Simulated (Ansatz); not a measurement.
`C=C[SiH2]C(=O)S` + `CC(=O)O` → `C=COC(C)=O` + `O=C([SiH3])S`  (substitution at a C–Si bond)

Computed with Ansatz on PBE0-D4/def2-TZVP structures; ΔE is electronic, products minus reactants. CCSD(T)/CBS adds triple-zeta CCSD(T) − MP2 to the extrapolated MP2 energy (def2 sets, frozen cores). DFT in def2-TZVPP. One conformer a species, not always the lowest.

`C=C[SiH2]C(=O)S`:

Z-matrix (Å, degrees):
```
Si
C 1 1.851
C 1 1.929 2 107.9
H 1 1.486 2 110.5 3 -120.2
H 1 1.485 2 112.6 3 115.4
C 2 1.330 1 122.6 3 121.3
H 2 1.088 1 118.5 3 -57.9
O 3 1.202 1 121.1 2 55.0
S 3 1.786 1 115.7 2 -124.8
H 6 1.086 2 122.0 1 -179.5
H 6 1.086 2 121.9 1 0.5
H 9 1.347 3 95.3 1 -179.5
```

`CC(=O)O`:

Cartesian coordinates in Å:
```
C -0.303 -0.383 0.827
C 0.072 0.463 -0.348
O -0.101 1.646 -0.449
O 0.646 -0.268 -1.322
H -0.995 -1.166 0.512
H 0.586 -0.876 1.226
H -0.762 0.238 1.592
H 0.856 0.347 -2.038
```

`C=COC(C)=O`:

Cartesian coordinates in Å:
```
C -2.261 -0.088 -1.141
C -1.301 0.456 -0.416
O -0.139 -0.233 -0.180
C 0.816 0.371 0.576
C 2.001 -0.528 0.721
O 0.698 1.466 1.044
H -2.162 -1.079 -1.566
H -3.171 0.467 -1.320
H -1.340 1.440 0.033
H 2.406 -0.767 -0.264
H 1.697 -1.468 1.184
H 2.757 -0.037 1.329
```

`O=C([SiH3])S`:

Cartesian coordinates in Å:
```
O 0.139 -0.569 -1.725
C 0.370 -0.144 -0.625
Si -1.021 0.042 0.695
S 1.998 0.357 -0.089
H -0.456 0.585 1.955
H -2.037 0.962 0.132
H -1.598 -1.306 0.914
H 2.604 0.072 -1.257
```

```csv
level,ΔE (kJ/mol),difference from CCSD(T)/CBS
PBE-D4,62.0,-9.0
r2SCAN-D4,62.9,-8.1
PBE0-D4,65.8,-5.2
PBE,60.2,-10.8
HF/def2-TZVPP,64.0,-7.0
CCSD(T)/def2-TZVPP,68.2,-2.8
HF/def2-QZVPP,63.6,-7.4
MP2/def2-QZVPP,75.1,4.1
SCS-MP2/def2-QZVPP,71.4,0.4
MP2/CBS(def2),76.4,5.4
CCSD(T)/CBS,71.0,0
```

Largest T1 diagnostic among the species: 0.017.

From PBE to PBE0 (25 % exact exchange), in def2-TZVPP and without D4, ΔE moves by +3.9 kJ/mol. In def2-TZVPP, CCSD(T) changes the Hartree–Fock value by +4.3 kJ/mol (the triples alone add −0.6 kJ/mol) and MP2 by +9.7 kJ/mol. The D4 term adds +3.0 kJ/mol with B3LYP and +1.7 kJ/mol with PBE0; it sums over pairs of atoms, weighted by their polarisabilities, and B3LYP, whose exchange is more repulsive, gets the larger term.

B3LYP here is the variant with VWN-RPA as its local correlation; programs differ in this.

CCSD(T)/CBS has its own doubt, a few kJ/mol and more with outer-core shells, so smaller differences from it don't rank the levels.
